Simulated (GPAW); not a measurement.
WC (Qusongite), 2 atoms in the cell. The structure is hexagonal, space group P-6m2 (No. 187). Conventional cell: a = 2.907 Å, b = 2.907 Å, c = 2.837 Å, α = 90.00°, β = 90.00°, γ = 120.00°. Around W (site symmetry -6m2) lie 6 C at 2.20 Å. Around C (site symmetry -6m2) lie 6 W at 2.20 Å. 

* Program: GPAW 26.7.0
* Task: single point
* Functional: PBE
* Potentials or basis: GPAW PAW data sets (gpaw-data 1.2.1)
* Cutoff: 800 eV
* Basis: pw
* k mesh: 10 × 10 × 9
* Occupations: gaussian, width 0.023 eV
* Spin: no spin polarisation
* Maxiter: 150

Potentials or basis: GPAW PAW data sets (gpaw-data 1.2.1), pw.

Run with:

```sh
$ OMP_NUM_THREADS=1 python run.py
```

Hardware: 1 thread of Arm Neoverse V1 (shared host).

**Question.** How long does it take, and how much memory?

**Answer.** It took 22 s on 1 thread of Arm Neoverse V1 (shared host), peak memory 0.17 GiB. Counts: scf iterations 10, plane waves 1083, bands 19, k points 70.
